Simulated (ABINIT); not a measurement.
Fe:

```
CELL_PARAMETERS angstrom
-1.44300 1.44300 1.44300
1.44300 -1.44300 1.44300
1.44300 1.44300 -1.44300
ATOMIC_POSITIONS crystal
Fe 0.00000 0.00000 0.00000
```

Base run:

| Item | Value |
| --- | --- |
| Program | ABINIT 10.8.3 (patched build) |
| Functional | revPBE |
| Potentials or basis | JTH PAW PBE v2.0 |
| Cutoff | 707 eV |
| k mesh | 13 × 13 × 13 |
| Occupations | fermi-dirac, width 0.05 eV |
| Spin | collinear spin, ferromagnetic start |
| Starting moments | [3.0] μB |

Its results: band gap on the k mesh none (metal or under the smearing width); pressure -6.0 GPa; net moment 2.29 μB per cell; site moments Fe +2.36 μB.

**Question.** After a change of settings the same cell gave: band gap on the k mesh none (metal or under the smearing width); pressure -4.7 GPa; net moment 2.15 μB per cell; site moments Fe +2.22 μB. Which change was it?
A. functional from revPBE to PBEsol
B. functional from revPBE to RPBE
C. functional from revPBE to rPW86PBE
D. functional from revPBE to BLYP

**Answer.** C.

Caveats: the PAW data sets were made with another functional, which shifts forces and pressure a little.
